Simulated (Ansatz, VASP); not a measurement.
# Two plane-wave programs on TiN (Osbornite)

```
Ti N
1.0
     0.00000    2.12357    2.12357
     2.12357    0.00000    2.12357
     2.12357    2.12357    0.00000
Ti N
1 1
Direct
  0.00000 0.00000 0.00000
  0.50000 0.50000 0.50000
```

Alike in both runs: functional PBE; k mesh 13 × 13 × 13; occupations fermi-dirac, width 0.1 eV; no spin polarisation.

Ansatz relaxed the structure, and its values are those at the end. VASP's run is a single point on that final structure, the one shown.

|  | VASP | Ansatz |
| --- | --- | --- |
| version | VASP 6.6.1 | Ansatz 0.2.0 |
| potentials or method | VASP PAW PBE potentials, release 64 (Ti_sv, N) | PAW plane waves |
| plane-wave cutoff (eV) | 520 | 420 |
| valence electrons in the cell | 17 | 17 |

Ansatz gave:

```
gap on the k mesh at the Fermi level (eV) : none
pressure (GPa)                            : 0.0
```

Problem. What did VASP give for the same quantities?

Solution. gap on the k mesh at the Fermi level (eV): none; pressure (GPa): 0.5.

A gap of «none» marks a metal or a gap that the smearing closes.
